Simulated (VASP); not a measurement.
Data:

```xyz
2
Lattice="0.0000 3.0700 3.0700 3.0700 0.0000 3.0700 3.0700 3.0700 0.0000" Properties=species:S:1:pos:R:3 pbc="T T T"
Al     0.0000     0.0000     0.0000
Sb     1.5350     1.5350     1.5350
```

These are PBE GGA, VASP's PBE PAW potentials (set 64) (plane waves; VASP) values and carry that method's errors. Numerical set-up: 400 eV cut-off, 7×7×7 Γ-centred mesh, Gaussian smearing of 0.050 eV, potentials Al Sb.

### Question
What does the run give for the energy per atom (σ→0), pressure?

### Answer

```yaml
energy per atom (σ→0): -4.095 eV/atom
pressure: 24.4 kbar
```

Total energies compare only between runs with the same potentials, cut-off and functional.

The compound is AlSb in the zinc blende structure. The cell was not relaxed at this level.
